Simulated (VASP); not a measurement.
# Settings for GaN: relaxation of the atoms

GaN, P1 (no. 1), 4 atoms in the cell. PBEsol; PAW potentials Ga_d, N (PBE set). VASP 6.6.1.

Wanted: energy within 2 meV/atom; shortest distances from each atom, periodic images included within 0.005 Å.

What the run is for: geometry; Accuracy asked: standard.

POSCAR:
```
GaN
1.0
    3.1800000000      0.0000000000      0.0000000000
   -1.5900000000      2.7539607840      0.0000000000
    0.0000000000      0.0000000000      5.1660000000
Ga N
2 2
Direct
    0.6682340000      0.3523120000      0.4898460000
    0.3561230000      0.6816860000     -0.0031710000
    0.6141670000      0.2894730000      0.8800950000
    0.3106550000      0.6491370000      0.3632610000
```

The series start from Plane-wave cutoff (eV): 520; k-point mesh: 5 × 5 × 3; Ionic threshold (EDIFFG): -0.01; Electronic threshold (eV): 1e-6; Precision mode (PREC): Accurate; Relaxation algorithm: IBRION=2; Electronic steps between moves: NELMIN=4 ALGO=Normal. Each series keeps the choices made before it, and each single choice may use up half of a tolerance.

## Plane-wave cutoff (eV)

| Plane-wave cutoff (eV) | Energy less reference (meV/atom) | Shortest distances from each atom, periodic images included, largest deviation (Å) | SCF iterations | Time (s) |
|---|---|---|---|---|
| 360 | 8.9 | 0.0001 | 91 | 25 |
| 400 | 1.8 | 0.0001 | 91 | 30 |
| 460 | 0.5 | 0.0002 | 87 | 29 |
| 520 | 1.7 | 0.0000 | 91 | 35 |
| 640 (reference) | 0.0 | 0.0000 | 91 | 58 |

Chosen: 640; the next looser run is off by more than half of the tolerance, so convergence isn't shown beyond this value.

## k-point mesh

| k-point mesh | Energy less reference (meV/atom) | Shortest distances from each atom, periodic images included, largest deviation (Å) | SCF iterations | Time (s) |
|---|---|---|---|---|
| 3 × 3 × 2 | 77.4 | 0.0012 | 92 | 30 |
| 4 × 4 × 2 | 17.0 | 0.0003 | 91 | 38 |
| 5 × 5 × 3 | 4.8 | 0.0001 | 91 | 58 |
| 7 × 7 × 4 | 0.3 | 0.0000 | 91 | 112 |
| 8 × 8 × 5 (reference) | 0.0 | 0.0000 | 91 | 168 |

Chosen: 7 × 7 × 4, the loosest value from which every tighter one stays within half of the tolerance.

## Ionic threshold (EDIFFG)

| Ionic threshold (EDIFFG) | Energy less reference (meV/atom) | Shortest distances from each atom, periodic images included, largest deviation (Å) | SCF iterations | Time (s) |
|---|---|---|---|---|
| -0.1 | 0.3 | 0.0021 | 53 | 64 |
| -0.05 | 0.2 | 0.0006 | 62 | 75 |
| -0.02 | 0.0 | 0.0004 | 79 | 97 |
| -0.01 | 0.0 | 0.0003 | 91 | 112 |
| -0.005 | 0.0 | 0.0003 | 91 | 111 |
| -0.002 (reference) | 0.0 | 0.0000 | 103 | 124 |

Chosen: -0.1.

## Electronic threshold (eV)

| Electronic threshold (eV) | Energy less reference (meV/atom) | Shortest distances from each atom, periodic images included, largest deviation (Å) | SCF iterations | Time (s) |
|---|---|---|---|---|
| 0.0001 | 0.0 | 0.0002 | 38 | 47 |
| 1e-5 | 0.0 | 0.0001 | 46 | 56 |
| 1e-6 | 0.0 | 0.0000 | 53 | 64 |
| 1e-7 (reference) | 0.0 | 0.0000 | 64 | 76 |

Chosen: 0.0001.

## Precision mode (PREC)

| Precision mode (PREC) | Energy less reference (meV/atom) | Shortest distances from each atom, periodic images included, largest deviation (Å) | SCF iterations | Time (s) |
|---|---|---|---|---|
| Normal | 0.0 | 0.0001 | 38 | 26 |
| Accurate (reference) | 0.0 | 0.0000 | 38 | 47 |

Chosen: Normal.

## Relaxation algorithm

| Relaxation algorithm | Energy less reference (meV/atom) | Shortest distances from each atom, periodic images included, largest deviation (Å) | SCF iterations | Time (s) |
|---|---|---|---|---|
| IBRION=2 | 0.0 | 0.0000 | 38 | 26 |
| IBRION=2 POTIM=0.2 | 0.0 | 0.0009 | 40 | 28 |
| IBRION=2 POTIM=0.8 | 0.0 | 0.0007 | 46 | 32 |
| IBRION=1 | -0.1 | 0.0011 | 32 | 22 |
| IBRION=1 POTIM=0.2 | 0.1 | 0.0058 | 32 | 23 |
| IBRION=1 POTIM=0.3 NFREE=9 | 0.1 | 0.0037 | 27 | 19 |
| IBRION=3 POTIM=0.2 SMASS=0.4 | -0.2 | 0.0040 | 81 | 60 |
| IBRION=3 POTIM=0.3 | -0.2 | 0.0025 | 93 | 70 |

Chosen: IBRION=2; no other choice that stays within half of the tolerance saves 30 % of the time.

## Electronic steps between moves

| Electronic steps between moves | Energy less reference (meV/atom) | Shortest distances from each atom, periodic images included, largest deviation (Å) | SCF iterations | Time (s) |
|---|---|---|---|---|
| NELMIN=4 ALGO=Normal | 0.0 | 0.0000 | 38 | 26 |
| ALGO=Normal | 0.0 | 0.0000 | 38 | 31 |
| NELMIN=4 MAXMIX=40 ALGO=Normal | 0.0 | 0.0002 | 37 | 31 |
| NELMIN=4 ALGO=Fast | 0.0 | 0.0018 | 47 | 35 |
| NELMIN=4 MAXMIX=40 ALGO=Fast | 0.0 | 0.0027 | 53 | 36 |

Chosen: NELMIN=4 ALGO=Normal.

## All choices together

| Input | Energy less reference (meV/atom) | Shortest distances from each atom, periodic images included, largest deviation (Å) | Time (s) |
|---|---|---|---|
| the program's defaults (naive) | 5.4 | 0.0012 | 6.2 |
| chosen settings | 0.5 | 0.0020 | 26 |
| reference settings throughout | 0.0 | 0.0000 | 252 |

The chosen settings stay within the tolerance of the reference run, but the reference itself isn't shown to be converged in: Plane-wave cutoff (eV).

## The input

INCAR:
```
GGA = PS
ISMEAR = 0
SIGMA = 0.03
LWAVE = False
LCHARG = False
ISIF = 2
NSW = 120
PREC = Normal
LASPH = True
LREAL = False
ALGO = Normal
EDIFF = 1E-4
NELM = 120
GGA_COMPAT = False
IBRION = 2
EDIFFG = -0.1
NELMIN = 4
ENCUT = 640
EFERMI = MIDGAP
KPAR = 4
```

KPOINTS:
```
Automatic mesh
0
Gamma
  7 7 4
  0 0 0
```

Commands:
```
cat potpaw_PBE.64/Ga_d/POTCAR potpaw_PBE.64/N/POTCAR > POTCAR
mpirun -np 4 vasp_std > vasp.out
```

The chosen input took VASP 6.6.1 26 s on 4 cores (Intel Xeon 6975P-C (Granite Rapids)), a shared host.

## An input that fails: force threshold below the noise of the forces

It gives no converged result.

Changes against the starting input:
```
- NSW = 120
- PREC = Accurate
- EDIFF = 1e-06
- NELM = 120
- EDIFFG = -0.01
- NELMIN = 4
+ NSW = 30
+ PREC = Low
+ EDIFF = 0.001
+ NELM = 97
+ EDIFFG = -0.0001
```
